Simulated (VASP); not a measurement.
The system is KBr.

```xyz
2
Lattice="0.0000 3.3000 3.3000 3.3000 0.0000 3.3000 3.3000 3.3000 0.0000" Properties=species:S:1:pos:R:3 pbc="T T T"
K     0.0000    0.0000    0.0000
Br    3.3000    3.3000    3.3000
```

```yaml
Program: VASP 6.6.1
Task: relaxation of cell and atoms
Functional: LDA
Potentials_or_basis: VASP PAW LDA potentials, release 64 (K_sv, Br)
Cutoff: 600 eV
k_mesh: 8 × 8 × 8
Occupations: gaussian, width 0.03 eV
Spin: no spin polarisation
```

At the start: pressure -1.6 GPa; volume 35.94 Å³/atom.

Problem. How do energy, volume and symmetry change on relaxing?

Solution. Over 4 steps the energy falls by 18.8 meV/atom and the volume is 32.49 Å³/atom (-9.6 %); space group Fm-3m (No. 225, to 0.05 Å).

Step by step:
```csv
step,energy change (eV),largest force (eV/Å),pressure (GPa),volume (Å³)
1,0.0000,0.0000,-1.59,71.87
2,-0.0284,0.0000,-0.87,68.23
3,-0.0375,0.0000,-0.07,65.22
4,-0.0376,0.0000,0.01,64.98
```

Final structure:
```cif
data_structure
_symmetry_space_group_name_H-M 'P 1'
_symmetry_Int_Tables_number 1
_cell_length_a 4.5126
_cell_length_b 4.5126
_cell_length_c 4.5126
_cell_angle_alpha 60.000
_cell_angle_beta 60.000
_cell_angle_gamma 60.000
_cell_volume 64.98
loop_
_atom_site_label
_atom_site_type_symbol
_atom_site_fract_x
_atom_site_fract_y
_atom_site_fract_z
_atom_site_occupancy
K1 K 0.00000 0.00000 0.00000 1
Br1 Br 0.50000 0.50000 0.50000 1
```
